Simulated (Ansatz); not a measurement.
**CsI: the volume at rest**

CsI in the CsCl structure, starting from this typed cell of 50.60 Å³ an atom.

```
Cs I
1.0
     4.66000    0.00000    0.00000
     0.00000    4.66000    0.00000
     0.00000    0.00000    4.66000
Cs I
1 1
Cartesian
  0.0000 0.0000 0.0000
  2.3300 2.3300 2.3300
```

Method (Ansatz, development build): k mesh 4×4×4; fixed occupations; no spin. Cell and atoms are relaxed to zero stress with the symmetry kept and no dispersion correction.

Caveats: coarse k mesh.

Task: What volume results under PBE, LDA, PBEsol, and how much do the potentials matter?

Result: 
| functional | potentials | cutoff (eV) | volume (Å³/atom) | change (%) |
| --- | --- | --- | --- | --- |
| PBE | all-electron PAW datasets (no frozen core) | 200 | 50.88 | 0.6 |
| PBE | Ansatz hand-made PAW | 520 | 50.88 | 0.6 |
| PBE | PseudoDojo norm-conserving | 952 | 50.80 | 0.4 |
| PBE | Ansatz norm-conserving | 952 | 50.83 | 0.5 |
| LDA | Ansatz hand-made PAW | 520 | 42.69 | -15.6 |
| LDA | PseudoDojo norm-conserving | 952 | 42.66 | -15.7 |
| PBEsol | Ansatz hand-made PAW | 520 | 45.85 | -9.4 |
| PBEsol | PseudoDojo norm-conserving | 952 | 45.80 | -9.5 |

From smallest to largest: LDA, PBEsol, PBE.
